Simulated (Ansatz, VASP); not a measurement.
In: VASP beside Ansatz

```
In
1.0
     0.00000    3.25207    3.25207
     3.25207    0.00000    3.25207
     3.25207    3.25207    0.00000
In
2
Cartesian
  -0.8130 -0.8130 -0.8130
  0.8130 0.8130 0.8130
```

This isn't the form of In at room conditions, which is tetragonal.

Alike in both runs: task single point; functional PBE; k mesh 8 × 8 × 8; occupations fermi-dirac, width 0.05 eV; no spin polarisation.

|  | VASP | Ansatz |
| --- | --- | --- |
| version | VASP 6.6.1 | Ansatz 0.2.0 |
| potentials or method | VASP PAW PBE potentials, release 64 (In_d), cutoff 520 eV | all-electron LAPW, scalar-relativistic |

|  | VASP | Ansatz | Ansatz less VASP |
| --- | --- | --- | --- |
| pressure (GPa) | 2.9 | 2.9 | +0.02 |

Ansatz ran all-electron here, so the differences hold the error of VASP's frozen core and of both bases.
